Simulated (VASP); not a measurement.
# TiS2 (P-3m1) in VASP: notebook

Runs on TiS2. Level: PBE+D3(BJ). Tasks: relaxation of cell and atoms.

All numbers are computed with VASP 6.6.1; they aren't measurements. Logs are shortened: lines on timing, memory, paths and dates and some standing lists are left out, and cuts for length are marked.

**1. Starting point**

The structure is trigonal, space group P-3m1 (No. 164). Conventional cell: a = 3.412 Å, b = 3.412 Å, c = 5.695 Å, α = 90.00°, β = 90.00°, γ = 120.00°. Ti (site symmetry -3m) has 6 S at 2.43 Å as nearest neighbours. S (site symmetry 3m) is surrounded by 3 Ti at 2.43 Å.

**2. Relaxation of cell and atoms, PBE+D3(BJ)**

The input, INCAR:

```
ALGO = Normal
EDIFF = 1E-6
EDIFFG = -0.01
ENCUT = 600
GGA = PE
IBRION = 2
ISIF = 3
ISMEAR = 1
IVDW = 12
LASPH = True
LCHARG = False
LREAL = False
LWAVE = False
NELM = 80
NSW = 90
PREC = Accurate
SIGMA = 0.1
```

The input, KPOINTS:

```
k-points
0
Gamma
  12 12 7
```

The input, POSCAR:

```
TiS2
1.0
    3.4120000000      0.0000000000      0.0000000000
   -1.7060000000      2.9548786800      0.0000000000
    0.0000000000      0.0000000000      5.6950000000
Ti S
1 2
Direct
    0.0000000000      0.0000000000      0.0000000000
    0.3333333300      0.6666666700      0.2500000000
    0.6666666700      0.3333333300      0.7500000000
```

Potentials or basis: VASP PAW PBE potentials, release 64 (Ti_sv, S).

Launch:

```bash
$ cat potpaw_PBE.64/Ti_sv/POTCAR potpaw_PBE.64/S/POTCAR > POTCAR
$ mpirun -np 1 vasp_std > vasp.out
```

OUTCAR:

```text
EDIFF = 1E-6
   EDIFFG = -0.01
   ENCUT = 600
   GGA = PE
   IBRION = 2
   ISIF = 3
   ISMEAR = 1
   IVDW = 12
   LASPH = True
   LREAL = False
   NELM = 80
   NSW = 90
   PREC = Accurate
 IVDW          = 12

 ion  position               nearest neighbor table
   1  0.000  0.000  0.000-   2 2.43   3 2.43   3 2.43   2 2.43   3 2.43   2 2.43
   2  0.333  0.667  0.250-   1 2.43   1 2.43   1 2.43
   3  0.667  0.333  0.750-   1 2.43   1 2.43   1 2.43

  LATTYP: Found a hexagonal cell.
 ALAT       =     3.4120000000
 C/A-ratio  =     1.6691090270

  Lattice vectors:

 A1 = (   3.4120000000,   0.0000000000,   0.0000000000)
 A2 = (  -1.7060000000,   2.9548786800,   0.0000000000)
 A3 = (   0.0000000000,   0.0000000000,   5.6950000000)

Analysis of symmetry for initial positions (statically):
=====================================================================
 Subroutine PRICEL returns:
 Original cell was already a primitive cell.

 Routine SETGRP: Setting up the symmetry group for a
 hexagonal supercell.

 Subroutine GETGRP returns: Found 12 space group operations
 (whereof 12 operations were pure point group operations)
 out of a pool of 24 trial point group operations.

The static configuration has the point symmetry D_3d.

Analysis of symmetry for dynamics (positions and initial velocities):
=====================================================================
 Subroutine PRICEL returns:
 Original cell was already a primitive cell.

 Routine SETGRP: Setting up the symmetry group for a
 hexagonal supercell.

 Subroutine GETGRP returns: Found 12 space group operations
 (whereof 12 operations were pure point group operations)
 out of a pool of 24 trial point group operations.

The dynamic configuration has the point symmetry D_3d.

 Subroutine INISYM returns: Found 12 space group operations
 (whereof 12 operations are pure point group operations),
 and found     1 'primitive' translations

----------------------------------------------------------------------------------------

                                     Primitive cell

  volume of cell :      57.4173

  direct lattice vectors                    reciprocal lattice vectors
     3.412000000  0.000000000  0.000000000     0.293083236  0.169211685  0.000000000
    -1.706000000  2.954878680  0.000000000     0.000000000  0.338423370  0.000000000
     0.000000000  0.000000000  5.695000000     0.000000000  0.000000000  0.175592625

  length of vectors
     3.412000000  3.412000002  5.695000000     0.338423370  0.338423370  0.175592625

  position of ions in fractional coordinates (direct lattice)
     0.000000000  0.000000000  0.000000000
     0.333333330  0.666666670  0.250000000
     0.666666670  0.333333330  0.750000000
[... 81 lines left out ...]
   NSW    =     90    number of steps for IOM
   IBRION =      2    ionic relax: 0-MD 1-quasi-New 2-CG
   NFREE  =      1    steps in history (QN), initial steepest desc. (CG)
   ISIF   =      3    stress and relaxation
   ISYM   =      2    0-nonsym 1-usesym 2-fastsym
   POTIM  = 0.5000    time-step for ionic-motion
   TEBEG  =    0.0;   TEEND  =   0.0 temperature during run
   PSTRESS=    0.0 pullay stress
   NELECT =      24.0000    total number of electrons
   NUPDOWN=      -1.0000    fix difference up-down
   EMIN   =  10.00;   EMAX   =-10.00  energy-range for DOS
   EFERMI =   0.00;   METHOD = LEGACY
   ISMEAR =     1;   SIGMA  =   0.10  broadening in eV -4-tet -1-fermi 0-gaus
   EFERMI_NEDOS =   21; number of points for ismear=-14 and -15
   IALGO  =     38    algorithm
   IMIX   =      4    mixing-type and parameters
     AMIX     =   0.40;   BMIX     =  1.00
     AMIX_MAG =   1.60;   BMIX_MAG =  1.00
  volume/ion in A,a.u.               =      19.14       129.16
  Fermi-wavevector in a.u.,A,eV,Ry     =   1.224046  2.313112 20.385458  1.498289
  Thomas-Fermi vector in A             =   2.359135
   LORBIT       =      0    0 simple, 1 ext, 2 COOP (PROOUT), +10 PAW based schemes
   GGA     = PE    functional components
   LHFCALC =     F    Hartree Fock is set to
   AEXX    =    0.0000 exact exchange contribution
   IVDW    =    12    specifies the selected vdW correction
   LEPSILON=     F    determine dielectric tensor
   LRPA    =     F    only Hartree local field effects (RPA)
 conjugate gradient relaxation of ions
 non-spin polarized calculation
 Methfessel and Paxton  Order N= 1 SIGMA  =   0.10
  energy-cutoff  :      600.00
  volume of cell :       57.42
 maximum number of plane-waves:      1943
   NGX = 13   NGY = 13   NGZ = 23

--------------------------------------- Ionic step        1  -------------------------------------------

 number of electron      23.9999999 magnetization

 Free energy of the ion-electron system (eV)
  ---------------------------------------------------
  ext. energy  EPLUGINS =         0.00000000
  ---------------------------------------------------
  free energy    TOTEN  =       -19.92887065 eV

  energy without entropy =      -19.92876011  energy(sigma->0) =      -19.92883380

------------------------ aborting loop because EDIFF is reached ----------------------------------------

 Edisp (eV)   -1.15187

 E8    (eV) :    -0.4668
[... 108 lines left out ...]
  FREE ENERGIE OF THE ION-ELECTRON SYSTEM (eV)
  ---------------------------------------------------
  free  energy   TOTEN  =       -21.0961607289 eV

  energy  without entropy=      -21.0960672515  energy(sigma->0) =      -21.09612957

[... ionic steps 4 to 12 ...]

--------------------------------------- Ionic step       13  -------------------------------------------

 number of electron      24.0000000 magnetization

------------------------ aborting loop because EDIFF is reached ----------------------------------------
[... 77 lines left out ...]
--------------------------------------- Ionic step       15  -------------------------------------------

 number of electron      24.0000001 magnetization

 Free energy of the ion-electron system (eV)
  ---------------------------------------------------
  ext. energy  EPLUGINS =         0.00000000
  ---------------------------------------------------
  free energy    TOTEN  =       -19.87683392 eV

  energy without entropy =      -19.87716075  energy(sigma->0) =      -19.87694287

 E-fermi :   6.1612     XC(G=0): -10.4418

 val. band max:        6.1590460861   @ k =   0.0000   0.0000   0.2857
 cond. band min:       6.2155617305   @ k =   0.4167   0.0000   0.4286
 fundamental gap:      0.0565156445
 Fermi energy:         6.1612108309

 k-point     1 :       0.0000    0.0000    0.0000
  band No.  band energies     occupation
      1     -51.3898      2.00000
      2     -27.6248      2.00000
      3     -27.5739      2.00000
      4     -27.5739      2.00000
      5      -7.8768      2.00000
      6      -5.9733      2.00000
[... 433 lines left out ...]
      3     -27.6120      2.00000
      4     -27.5825      2.00000
      5      -7.4823      2.00000
      6      -6.0015      2.00000
[... 8 lines left out ...]
     15       7.8047     -0.00000
     16       9.4236      0.00000

 [... further k-points ...]

------------------------ aborting loop because EDIFF is reached ----------------------------------------

 Edisp (eV)   -1.23035

 E8    (eV) :    -0.4988
[... 26 lines left out ...]
  FREE ENERGIE OF THE ION-ELECTRON SYSTEM (eV)
  ---------------------------------------------------
  free  energy   TOTEN  =       -21.1071882687 eV

  energy  without entropy=      -21.1075150918  energy(sigma->0) =      -21.10729721

 reached required accuracy - stopping structural energy minimisation
```

OSZICAR:

```text
N       E                     dE             d eps       ncg     rms          rms(c)
DAV:   1     0.220839714092E+03    0.22084E+03   -0.12902E+04  3584   0.167E+03
DAV:   2    -0.560231795244E+00   -0.22140E+03   -0.21938E+03  3944   0.405E+02
DAV:   3    -0.230639108747E+02   -0.22504E+02   -0.21648E+02  5552   0.114E+02
[... 155 lines left out ...]
DAV:   4    -0.198767710887E+02    0.25940E-03   -0.20706E-03  3688   0.426E-01    0.421E-02
DAV:   5    -0.198768024835E+02   -0.31395E-04   -0.17430E-04  4664   0.903E-02    0.329E-02
DAV:   6    -0.198768249596E+02   -0.22476E-04   -0.43171E-05  5968   0.382E-02    0.187E-02
DAV:   7    -0.198768333451E+02   -0.83856E-05   -0.18488E-05  4824   0.254E-02    0.610E-03
DAV:   8    -0.198768339242E+02   -0.57901E-06   -0.77121E-06  4472   0.149E-02
  15 F= -.21107188E+02 E0= -.21107297E+02  d E =-.372140E-04
```

Wall time 9.9 min (1 thread of Intel Xeon Platinum 8488C (Sapphire Rapids), shared host); peak memory 0.3 GiB.

What came out:

* Free energy: -21.1072 eV
* Relaxed volume: 17.98 Å³/atom
* Relaxed cell: a = 3.358 Å, b = 3.358 Å, c = 5.523 Å, α = 90.00°, β = 90.00°, γ = 120.00°
* Space group after relaxing (to 0.05 Å): P-3m1 (No. 164)
* Energy gained by relaxing: 8.8 meV/atom
* Ionic steps: 15
* Pressure after relaxing: 0.0 GPa
* Largest force after relaxing: 0.003 eV/Å
* Band gap on the k mesh: none (metal or under the smearing width)
* Dispersion energy per atom: -0.410 eV

Forces in eV/Å, atoms in the order of the input:
```
Ti   0.000  0.000  0.000
S    0.000  0.000  0.003
S    0.000  0.000 -0.003
```

The path:
| step | energy change (eV) | largest force (eV/Å) | pressure (GPa) | volume (Å³) |
| --- | --- | --- | --- | --- |
| 1 | 0.0000 | 0.1233 | -2.93 | 57.42 |
| 2 | -0.0037 | 0.5324 | 2.64 | 54.55 |
| 3 | -0.0154 | 0.2172 | -0.09 | 55.86 |
| 4 | -0.0193 | 0.1409 | -0.11 | 55.53 |
| 5 | -0.0210 | 0.0305 | -0.11 | 55.08 |
| 6 | -0.0210 | 0.0440 | -0.07 | 55.13 |
| 7 | -0.0225 | 0.0354 | -0.13 | 54.96 |
| 8 | -0.0256 | 0.0056 | -0.20 | 54.43 |
| 9 | -0.0238 | 0.0691 | -0.17 | 53.36 |
| 10 | -0.0264 | 0.0099 | -0.10 | 54.08 |
| 11 | -0.0264 | 0.0118 | -0.16 | 54.05 |
| 12 | -0.0259 | 0.0375 | -0.16 | 53.71 |
| 13 | -0.0264 | 0.0131 | -0.13 | 54.02 |
| 14 | -0.0261 | 0.0621 | 0.48 | 53.71 |
| 15 | -0.0265 | 0.0034 | 0.01 | 53.95 |

Final structure:
```
CELL_PARAMETERS angstrom
3.35846 0.00000 0.00000
-1.67923 2.90851 0.00000
0.00000 0.00000 5.52309
ATOMIC_POSITIONS crystal
Ti 0.00000 0.00000 0.00000
S 0.33333 0.66667 0.25877
S 0.66667 0.33333 0.74123
```

Levels at points of the mesh, in eV from the Fermi level:
```tsv
k point	band 10	band 11	band 12	band 13	band 14	band 15
(0.00, 0.00, 0.00)	0.15	0.16	0.16	0.54	0.54	0.87
(0.50, 0.00, 0.00)	-2.91	-2.64	-1.65	0.18	1.65	2.10
```

Caveat: pairwise dispersion overbinds metals, which lowers pressure and volume.

**3. Relaxation of cell and atoms, PBE+D3(BJ)**

This run uses another cell than the first one, of 17.98 Å³/atom, 0.940 times its volume.

Edit INCAR of step 2 so:

```diff
@@ -1,4 +1,4 @@
 ALGO = Normal
-EDIFF = 1E-6
-EDIFFG = -0.01
+EDIFF = 1E-7
+EDIFFG = -0.005
 ENCUT = 600
```

KPOINTS is that of step 2.

The input, POSCAR:

```
TiS2                                    
1.0
    3.3584552652      0.0000000000     -0.0000000000
   -1.6792276326      2.9085075793      0.0000000000
    0.0000000000     -0.0000000000      5.5230860859
  Ti              S             
     1     2
Direct
     0.0000000000000000    0.0000000000000000    0.0000000000000000
     0.3333333300000021    0.6666666699999979    0.2587673716267280
     0.6666666699999979    0.3333333300000021    0.7412326283732722
```

Potentials or basis: VASP PAW PBE potentials, release 64 (Ti_sv, S).

Launch:

```bash
$ cat potpaw_PBE.64/Ti_sv/POTCAR potpaw_PBE.64/S/POTCAR > POTCAR
$ mpirun -np 1 vasp_std > vasp.out
```

Wall time 71 s (1 thread of Intel Xeon Platinum 8488C (Sapphire Rapids), shared host); peak memory 0.27 GiB.

The run converged. Its results:

```yaml
Free_energy: -21.1066 eV
Pressure_after_relaxing: 0.0 GPa
Largest_force_after_relaxing: 0.004 eV/Å
Band_gap_on_the_k_mesh: none (metal or under the smearing width)
Dispersion_energy_per_atom: -0.410 eV
```

Forces on the atoms (eV/Å):
```
Ti   0.000  0.000  0.000
S    0.000  0.000  0.004
S    0.000  0.000 -0.004
```

Final structure:
```
CELL_PARAMETERS angstrom
3.35846 0.00000 0.00000
-1.67923 2.90851 0.00000
0.00000 0.00000 5.52309
ATOMIC_POSITIONS crystal
Ti 0.00000 0.00000 0.00000
S 0.33333 0.66667 0.25877
S 0.66667 0.33333 0.74123
```

Levels at points of the mesh, in eV from the Fermi level:
| k point | band 9 | band 10 | band 11 | band 12 | band 13 | band 14 | band 15 | band 16 |
| --- | --- | --- | --- | --- | --- | --- | --- | --- |
| (0.00, 0.00, 0.00) | -2.78 | 0.15 | 0.16 | 0.16 | 0.54 | 0.54 | 0.87 | 3.46 |
| (0.50, 0.00, 0.00) | -3.05 | -2.91 | -2.64 | -1.65 | 0.18 | 1.65 | 2.10 | 3.77 |

Caveat: the relaxation stopped at its first step, so nothing moved; pairwise dispersion overbinds metals, which lowers pressure and volume.
